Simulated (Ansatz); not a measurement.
**SiO₂: what each run costs**

Cell: 6 atoms, space group I-42d, a = 5.029 Å, b = 5.029 Å, c = 5.029 Å, α = 123.66°, β = 123.66°, γ = 83.77°.

All runs are DFT with Ansatz 0.2.0 on 1 thread of Intel Xeon 6975P-C (Granite Rapids) (x86_64; 16 cores open to the job, memory cap 3.0 GiB, no GPU), a shared host.

Task: Rank the runs by wall time, shortest first.
A. core holes on 2 sites, PBE, 420 eV, 4×4×4 k-points, fixed occupations, 24 atoms
B. relaxation of the ions, PBE, 420 eV, 6×6×6 k-points, smearing 0.02 eV
C. dielectric tensor by linear response, PBE, 420 eV, 6×6×6 k-points, fixed occupations

Result: B (8.8 s, 0.43 GiB), C (51 s, 1 GiB), A (3.1 min, 1.3 GiB).
